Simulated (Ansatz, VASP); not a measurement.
# MgI2: VASP beside Ansatz, part 2 of 2

Wanted: the spread between two codes on one cell, functional and k mesh. The structure shown is the start of the Ansatz relaxation below; VASP solves that cell, so the two are compared at the walk's first step.

VASP 6.6.1 and Ansatz 0.2.0.

So far. Step 4 (Differences): The forces differ by 2.3 meV/Å r.m.s., which is 2.2 % of the r.m.s. force of 0.106 eV/Å (both taken over all components). With vacuum in the cell, a pressure given here is an average over mostly empty space and none of the material.

### Step 5. Ansatz: relaxation, PBEsol with D3(BJ)

Level of this step: Ansatz beside VASP: Kohn-Sham DFT, plane waves, PBEsol with D3(BJ) (Ansatz).

The two programs are compared at the cell with which this relaxation starts, whose forces are those of its first step. This pair takes another cell of the material, with 9 atoms against 6 for the pair before.

The structure compared here is the start of the Ansatz relaxation; VASP solves that cell, so the two are compared at the walk's first step.

input.yaml reads:

```yaml
crystal:
  lattice:
    - [4.21, 0.0, 0.0]
    - [-2.105, 3.6459669499, 0.0]
    - [0.0, 0.0, 60.0]
  atoms:
    - { symbol: Mg, position: [0.0, 0.0, 0.391] }
    - { symbol: I, position: [0.3333333333, 0.6666666667, 0.4188333333] }
    - { symbol: I, position: [0.6666666667, 0.3333333333, 0.3631666667] }
    - { symbol: Mg, position: [0.0, 0.0, 0.5] }
    - { symbol: I, position: [0.3333333333, 0.6666666667, 0.5278333334] }
    - { symbol: I, position: [0.6666666667, 0.3333333333, 0.4721666666] }
    - { symbol: Mg, position: [0.0, 0.0, 0.609] }
    - { symbol: I, position: [0.3333333333, 0.6666666667, 0.6368333333] }
    - { symbol: I, position: [0.6666666667, 0.3333333333, 0.5811666667] }
  periodic: [true, true, false]
kpoints:
  mp_grid: { grid: [6, 6, 1] }
hamiltonian:
  xc: pbesol
  dispersion: d3bj
scf:
  occupations: { method: fermi_dirac, width: 0.02 }
relax:
  f_tol: 0.01
  max_steps: 100
  cell: {}
```

Run with:

```sh
> ansatz run input.yaml --threads 8 --pin off --max-ram 17510MiB --backend cpu --events-out ev --progress --plain --runs-dir out
```

Numbers of over 12 decimals in the logs are rounded to 6 here.

Output:

```text
[...]
Crystal: 9 atoms, lattice volume = 920.971 Å³
Basis set: ecut = 420 eV, 17835 PW (Γ), exchange–correlation on 60×60×810 points (8 copies of the dense FFT grid, shifted against one another)
Bands: 80, of which v1, the nominal top of the filled ones, is band 66 counted from 1 (65 counted from 0)
Symmetry: 12 space group operations
[...]
k-points: 7 of 36
[...]
- { symbol: I, position: [0.333333, 0.666667, 0.418022] }
    - { symbol: I, position: [0.666667, 0.333333, 0.362146] }
    - { symbol: Mg, position: [0, 0, 0.5] }
    - { symbol: I, position: [0.333333, 0.666667, 0.527828] }
    - { symbol: I, position: [0.666667, 0.333333, 0.472172] }
    - { symbol: Mg, position: [1.589854559196096e-18, 0, 0.609870] }
    - { symbol: I, position: [0.333333, 0.666667, 0.637854] }
    - { symbol: I, position: [0.666667, 0.333333, 0.581978] }
[key lines of the parts left out:]
SCF converged after 7 iterations
Free energy (F): -50341.805951 eV
Fermi energy:    -4.485725 eV
P = ½ c Tr σ = 0.0104 N/m
```

### Step 6. VASP: single point, PBEsol with D3(BJ), start cell, pair 2

The same cell, functional, mesh and smearing now go to VASP, with its own data sets.

INCAR reads:

```
SYSTEM = MgI2
PREC = Accurate
ENCUT = 520
EDIFF = 1E-06
NELM = 120
ISMEAR = -1
SIGMA = 0.02
LREAL = .FALSE.
ALGO = Normal
GGA = PS
IVDW = 12
NBANDS = 33
LORBIT = 11
LWAVE = .FALSE.
LCHARG = .FALSE.
ISIF = 2
LDIPOL = .TRUE.
IDIPOL = 3
DIPOL = 0.5 0.5 0.5
LVHAR = .TRUE.
LASPH = .TRUE.
GGA_COMPAT = .FALSE.
EFERMI = MIDGAP
NELMDL = -8
KPAR = 2
```

POSCAR reads:

```
MgI2
1.0
    4.2100000000      0.0000000000      0.0000000000
   -2.1050000000      3.6459670000      0.0000000000
    0.0000000000      0.0000000000     60.0000000000
Mg I
3 6
Direct
    0.0000000000      0.0000000000      0.3910000000
    0.0000000000      0.0000000000      0.5000000000
    0.0000000000      0.0000000000      0.6090000000
    0.3333333790      0.6666667581      0.4188333333
    0.6666666210      0.3333332419      0.3631666667
    0.3333333790      0.6666667581      0.5278333333
    0.6666666210      0.3333332419      0.4721666667
    0.3333333790      0.6666667581      0.6368333333
    0.6666666210      0.3333332419      0.5811666667
```

KPOINTS reads:

```
Automatic mesh
0
Gamma
6 6 1
0 0 0
```

PAW data sets: Mg and I (PBE family, release 64).

Run with:

```sh
> mpirun -np 2 vasp_std
```

Output:

```text
[banner, memory and clock lines left out]
running    2 mpi-ranks, on    1 nodes
[...]
[... a notice as in an earlier step ...]

 LDA part: xc-table for (Slater+PW92), standard interpolation
|                                                                             |
|           W    W    AA    RRRRR   N    N  II  N    N   GGGG   !!!           |
|           W    W   A  A   R    R  NN   N  II  NN   N  G    G  !!!           |
|           W    W  A    A  R    R  N N  N  II  N N  N  G       !!!           |
|           W WW W  AAAAAA  RRRRR   N  N N  II  N  N N  G  GGG   !            |
|           WW  WW  A    A  R   R   N   NN  II  N   NN  G    G                |
|           W    W  A    A  R    R  N    N  II  N    N   GGGG   !!!           |
|                                                                             |
|     One of the lattice vectors is very long (>50 A), but AMIN is rather     |
|     large. This can spoil convergence since charge sloshing might occur     |
|     along the long lattice vector. If problems with convergence are         |
|     observed, try to decrease AMIN to a smaller value (e.g. 0.01).          |
|     Note: This warning only applies if the self-consistency cycle is        |
|     used.                                                                   |
|                                                                             |

 POSCAR, INCAR and KPOINTS ok, starting setup
[...]
entering main loop
       N       E                     dE             d eps       ncg     rms          rms(c)
DAV:   1     0.360520573172E+03    0.36052E+03   -0.13394E+04   470   0.984E+02
DAV:   2     0.349195436643E+02   -0.32560E+03   -0.31258E+03   737   0.166E+02
DAV:   3    -0.232013156866E+02   -0.58121E+02   -0.57836E+02   586   0.746E+01
DAV:   4    -0.256090022530E+02   -0.24077E+01   -0.24051E+01   612   0.196E+01
[...]
DAV:  21    -0.251476145112E+02   -0.13013E-04   -0.85334E-07   371   0.274E-03    0.494E-03
DAV:  22    -0.251476204114E+02   -0.59002E-05   -0.27908E-07   379   0.151E-03    0.175E-03
DAV:  23    -0.251476213615E+02   -0.95011E-06   -0.14771E-08   372   0.700E-04
   1 F= -.27430244E+02 E0= -.27430244E+02  d E =0.000000E+00
```

OUTCAR, selected parts (step 6):

```text
 Edisp (eV)   -2.28262

  Total      -4.65804    -4.65804    -2.35618    -0.00000     0.00000    -0.00000
  in kB      -8.10341    -8.10341    -4.09896    -0.00000     0.00000    -0.00000
  external pressure =       -6.77 kB  Pullay stress =        0.00 kB

 POSITION                                       TOTAL-FORCE (eV/Angst)
 -----------------------------------------------------------------------------------
      0.00000      0.00000     23.46000        -0.000000     -0.000000      0.019178
      0.00000      0.00000     30.00000        -0.000000     -0.000000      0.000000
      0.00000      0.00000     36.54000        -0.000000     -0.000000     -0.019178
     -0.00000      2.43065     25.13000        -0.000000      0.000000     -0.232173
      2.10500      1.21532     21.79000         0.000000      0.000000      0.214059
     -0.00000      2.43065     31.67000         0.000000      0.000000     -0.254161
      2.10500      1.21532     28.33000        -0.000000     -0.000000      0.254161
     -0.00000      2.43065     38.21000         0.000000     -0.000000     -0.214059
      2.10500      1.21532     34.87000         0.000000      0.000000      0.232173
 -----------------------------------------------------------------------------------
    total drift:                               -0.000000      0.000000     -0.000000

  FREE ENERGIE OF THE ION-ELECTRON SYSTEM (eV)
  ---------------------------------------------------
  free  energy   TOTEN  =       -27.4302436052 eV

  energy  without entropy=      -27.4302436052  energy(sigma->0) =      -27.43024361

[... 3 further parts left out ...]
[key lines of the parts left out:]
E-fermi :  -1.7609
```

### Step 7. Side by side

What differs besides the data sets and the points named for the pairs above, as far as they apply: the data sets hold 132 valence electrons in Ansatz (on its default PAW (the set named soft_2) files) and 48 in VASP. Total energies have different zeros and are not compared.

Forces (eV/Å; atoms numbered as in POSCAR):

```tsv
atom	Ansatz x, y, z	VASP x, y, z
Mg1	0.000, 0.000, 0.019	0.000, 0.000, 0.019
Mg2	0.000, 0.000, 0.000	0.000, 0.000, 0.000
Mg3	0.000, 0.000, -0.019	0.000, 0.000, -0.019
I4	0.000, 0.000, -0.227	0.000, 0.000, -0.232
I5	0.000, 0.000, 0.209	0.000, 0.000, 0.214
I6	0.000, 0.000, -0.249	0.000, 0.000, -0.254
I7	0.000, 0.000, 0.249	0.000, 0.000, 0.254
I8	0.000, 0.000, -0.209	0.000, 0.000, -0.214
I9	0.000, 0.000, 0.227	0.000, 0.000, 0.232
```

The forces differ by 2.3 meV/Å r.m.s., which is 2.1 % of the r.m.s. force of 0.110 eV/Å (both taken over all components). With vacuum in the cell, a pressure given here is an average over mostly empty space and none of the material.

### Step 8. Results

```json
{
 "r.m.s. force difference (single point, PBEsol with D3(BJ), start cell, pair 1)": "2.3 meV/Å",
 "r.m.s. force difference (single point, PBEsol with D3(BJ), start cell, pair 2)": "2.3 meV/Å"
}
```

What this shows: The r.m.s. force difference is 2.3 meV/Å (single point, PBEsol with D3(BJ), start cell, pair 2), within the 12 meV/Å picked in this series as the mark of a large difference. The data sets hold unlike numbers of valence electrons (88 in Ansatz and 32 in VASP and 132 in Ansatz and 48 in VASP), so part of the differences comes from the potentials. 2 further runs of this series are not shown here. How closely two codes agree says nothing of how well the functional describes the real material.

[Lines on the potential files, build, host, timing and source positions are cut from VASP's logs without a mark.]

[Logs are printed without paths, hosts, clocks, repeated set-up lines and the standing remarks that a program may print on its own settings, such as how far it seeks lower states.]

[Hosts, paths, dates, database ids (printed as entryN), source tags and the programs' standing remarks are cut or masked in the printed files.]
